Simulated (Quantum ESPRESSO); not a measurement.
Na:

```
CELL_PARAMETERS angstrom
-2.14100 2.14100 2.14100
2.14100 -2.14100 2.14100
2.14100 2.14100 -2.14100
ATOMIC_POSITIONS crystal
Na 0.00000 0.00000 0.00000
```

| Property | Result |
| --- | --- |
| Program | Quantum ESPRESSO 7.5 |
| Task | phonon dispersion |
| Functional | PBE |
| Potentials or basis | GBRV 1.5 PBE |
| Cutoff | 612 eV |
| Density cutoff | 4898 eV |
| k mesh | 10 × 10 × 10 |
| Occupations | cold, width 0.2 eV |
| Spin | no spin polarisation |
| Mixing beta | 0.5 |
| Most SCF iterations | 120 |
| SCF threshold | 2e-10 Ry |
| q mesh | 2 × 2 × 2 |

The cell and the atoms were relaxed first, to 36.91 Å³/atom (a = 3.633 Å, b = 3.633 Å, c = 3.633 Å, α = 109.47°, β = 109.47°, γ = 109.47°), and the response was taken there.

**Question.** What are the zero-point energy, and the vibrational entropy and heat capacity at 298.15 K?

**Answer.** Zero-point energy 15.8 meV/atom; entropy 5.94 k_B/atom (49.4 J/(K·mol of atoms)); Cv 2.95 k_B/atom, 98 % of the classical limit. These are harmonic values without the electrons' part.

Phonon frequencies at the corners of the path (cm⁻¹, interpolated; i marks imaginary ones):
| point | frequencies |
| --- | --- |
| Γ | 0 0 0 |
| H | 123 123 123 |
| N | 27 87 128 |
| P | 93 93 93 |

Harmonic thermodynamics per atom at this volume (zero-point energy 15.8 meV, Debye temperature from the second moment 167 K):
```csv
T (K),free energy (meV),entropy (k_B),heat capacity Cv (k_B)
50,13.9,1.25,1.86
100,4.9,2.84,2.62
200,-28.7,4.77,2.90
298.15,-74.3,5.94,2.95
500,-192.2,7.48,2.98
800,-405.0,8.88,2.99
```

A q mesh this small can miss soft modes between its points.

Caveat: the q mesh is small, so phonon branches between its points and thermal values are rough.
